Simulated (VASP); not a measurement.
Runs of VASP 6.6.1 on Si. The structure is cubic, space group Fd-3m (No. 227). Conventional cell: a = 5.444 Å, b = 5.444 Å, c = 5.444 Å, α = 90.00°, β = 90.00°, γ = 90.00°. Si (site symmetry -43m) is surrounded by 4 Si at 2.36 Å. 

```csv
task,level,cell,k mesh,cutoff (eV),smearing,gap on the mesh (eV),pressure (GPa)
single point,r2SCAN+D4,"Fd-3m, 20.17 Å³/atom",10 × 10 × 10,520,gaussian 0.02 eV,0.79,-1.1
relaxation of cell and atoms,r2SCAN,relaxed,10 × 10 × 10,600,gaussian 0.02 eV,0.79,0.0
single point,r2SCAN,"Fd-3m, 20.02 Å³/atom",6 × 6 × 6,520,gaussian 0.1 eV,(a),0.5
single point,r2SCAN,"Fd-3m, 20.17 Å³/atom",10 × 10 × 10,520,gaussian 0.02 eV,0.79,-0.2
```

Alike in all rows: potentials or basis VASP PAW PBE potentials, release 64 (Si); no spin polarisation.

**Question.** Estimate the missing entries.

**Answer.** (a) 0.92.

Caveats: the PAW data sets were made with another functional, which shifts forces and pressure a little.

A k mesh can miss the band edges.
